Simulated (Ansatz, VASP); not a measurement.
# Two plane-wave programs on As

```
CELL_PARAMETERS angstrom
1.82351 -5.70004 0.00000
1.82351 5.70004 0.00000
0.00000 0.00000 4.74476
ATOMIC_POSITIONS crystal
As 0.10423 0.89577 0.07387
As 0.89577 0.10423 0.92613
As 0.39577 0.60423 0.57387
As 0.60423 0.39577 0.42613
```

Alike in both runs: functional r2SCAN; k mesh 10 × 10 × 8; occupations gaussian, width 0.01 eV; no spin polarisation.

Ansatz relaxed the structure, and its values are those at the end. VASP's run is a single point on that final structure, the one shown.

|  | VASP | Ansatz |
| --- | --- | --- |
| version | VASP 6.6.1 | Ansatz 0.2.0 |
| potentials or method | VASP PAW PBE potentials, release 64 (As) | scalar-relativistic, plane waves, PAW |
| plane-wave cutoff (eV) | 520 | 500 |
| valence electrons in the cell | 20 | 60 |

```tsv
	VASP	Ansatz	Ansatz less VASP
gap on the k mesh at the Fermi level (eV)	0.19	0.20	+0.005
least direct gap on the mesh (eV)	0.19	0.20	+0.005
pressure (GPa)	0.1	0.0	-0.12
rms of the force components (eV/Å)	0.022	0.001	-0.0204
```

With one functional, cell and mesh, what is left measures potentials, basis and numerics. The two sets of potentials don't hold the same shells in valence.

Caveats: the PAW data sets were made with another functional, which shifts forces and pressure a little (VASP).
